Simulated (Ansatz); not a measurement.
A relaxation computed with Ansatz, from input to last step.

```yaml
crystal:
  lattice:
    - [3.8123761417, 0.0, 0.0]
    - [-1.9061880709, 3.3016145875, 0.0]
    - [0.0, 0.0, 6.300725171]
  atoms:
    - { symbol: Si, position: [0.3333333333, 0.6666666667, 0.0629309404] }
    - { symbol: Si, position: [0.6666666667, 0.3333333333, 0.5629309404] }
    - { symbol: Si, position: [0.3333333333, 0.6666666667, 0.4370690596] }
    - { symbol: Si, position: [0.6666666667, 0.3333333333, 0.9370690596] }
basis:
  ecutwfc: 420
kpoints:
  mp_grid: { grid: [12, 12, 6] }
hamiltonian:
  xc: pbe
scf:
  occupations: { method: gaussian, width: 0.02 }
output:
  forces: true
  stress: true
  eigenvalues: true
relax:
  adjacent_minimum: "off"
  f_tol: 0.01
  max_steps: 30
  cell: { stress_tol: 0.1, fix: [volume] }
```

```bash
ansatz run input.yaml --threads 1 --pin off --max-ram 2560MiB --backend cpu --events-out ev --progress --plain --runs-dir out
```

All numbers below come from DFT PBE, scalar-relativistic, plane waves, PAW (Ansatz).

The volume is held at 0.97 times that of the relaxed cell.

Of 3 frames 3 are shown, positions in Å and forces in eV/Å; the SCF threshold varies from step to step. Steps run on the plane waves of an earlier cell, with a Pulay correction in the pressure. The basis is chosen afresh for the last frame, the zero of the energies, and at times for earlier ones too; energy and pressure step there, also at an unchanged geometry.

```xyz
4
Lattice="3.8124 0.0000 0.0000 -1.9062 3.3016 0.0000 0.0000 0.0000 6.3007" Properties=species:S:1:pos:R:3:forces:R:3 pbc="T T T" step=1 free_energy_over_end_meV_per_atom=0.00 pressure_GPa=2.90
Si    0.0000    2.2011    0.3965    0.0000    0.0000    0.0137
Si    1.9062    1.1005    3.5469    0.0000    0.0000    0.0137
Si    0.0000    2.2011    2.7539    0.0000    0.0000   -0.0137
Si    1.9062    1.1005    5.9042    0.0000    0.0000   -0.0137
4
Lattice="3.8108 0.0000 0.0000 -1.9054 3.3003 0.0000 0.0000 0.0000 6.3058" Properties=species:S:1:pos:R:3:forces:R:3 pbc="T T T" step=2 free_energy_over_end_meV_per_atom=0.00 pressure_GPa=2.90
Si    0.0000    2.2002    0.3979    0.0000    0.0000   -0.0022
Si    1.9054    1.1001    3.5508    0.0000    0.0000   -0.0022
Si    0.0000    2.2002    2.7550    0.0000    0.0000    0.0022
Si    1.9054    1.1001    5.9079    0.0000    0.0000    0.0022
4
Lattice="3.8108 0.0000 0.0000 -1.9054 3.3003 0.0000 0.0000 0.0000 6.3058" Properties=species:S:1:pos:R:3:forces:R:3 pbc="T T T" step=3 free_energy_over_end_meV_per_atom=0.00 pressure_GPa=2.90
Si    0.0000    2.2002    0.3979    0.0000    0.0000   -0.0022
Si    1.9054    1.1001    3.5508    0.0000    0.0000   -0.0022
Si    0.0000    2.2002    2.7550    0.0000    0.0000    0.0022
Si    1.9054    1.1001    5.9079    0.0000    0.0000    0.0022
```

The run took 5.6 s on 1 thread of AMD EPYC 9R45 96-Core Processor (Zen 5), with other jobs on the host, peak memory 0.41 GiB.